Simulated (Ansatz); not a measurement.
**Pressure against volume: CdTe**

```
Cd Te
1.0
     0.00000    3.28211    3.28211
     3.28211    0.00000    3.28211
     3.28211    3.28211    0.00000
Cd Te
1 1
Direct
  0.00000 0.00000 0.00000
  0.75000 0.75000 0.75000
```

Conventional cell: a = 6.564 Å, b = 6.564 Å, c = 6.564 Å, α = 90.00°, β = 90.00°, γ = 90.00°. Around Cd (atom 1) lie 4 Te at 2.84 Å. Te (atom 2) is surrounded by 4 Cd at 2.84 Å.

The cell is the one relaxed in the Materials Project (mp-406), not relaxed further here; entries there can be hypothetical.

No spin–orbit coupling, which matters for the heavy atoms here.

Methods: DFT, PBEsol, all-electron LAPW, scalar-relativistic (Ansatz 0.2.0); DFT, PBEsol, PAW with Ansatz's default frozen-core files, scalar-relativistic (Ansatz 0.2.0).

For LAPW: a Γ-centred 7×7×7 k mesh, Fermi–Dirac smearing of 0.01 eV, basis error target 0.5 meV/atom, no spin polarisation. PAW takes a cutoff of 420 eV at this cell (files made with PBE, cores remade for this functional). The Ansatz runs share mesh, smearing and spin set-up. Plane-wave (PAW) pressures include the program's estimate of the Pulay term.

The cell above is scaled evenly, with fractional coordinates and shape held.

```tsv
V/V(cell)	V (Å³/atom)	P, LAPW (GPa)	P, PAW (GPa)	gap on the k mesh, LAPW (eV)	free energy over the lowest listed, PAW (meV/atom)
0.9405	33.252	1.20	1.19	0.73	2.4
0.9800	34.649	-0.56	-0.57	0.61	0.0
1.0000	35.356	-1.30	-1.31	0.55	4.2
1.0200	36.063	-1.96	-1.97	0.49	11.4
1.0600	37.477	-3.06	-3.07	0.39	33.9
```

(1) What do Birch–Murnaghan fits to the pressures give?

Results:

(1) LAPW: V0 = 34.17 Å³/atom, B0 = 41 GPa, B0′ = 4.8; PAW: V0 = 34.16 Å³/atom, B0 = 41 GPa, B0′ = 4.8.
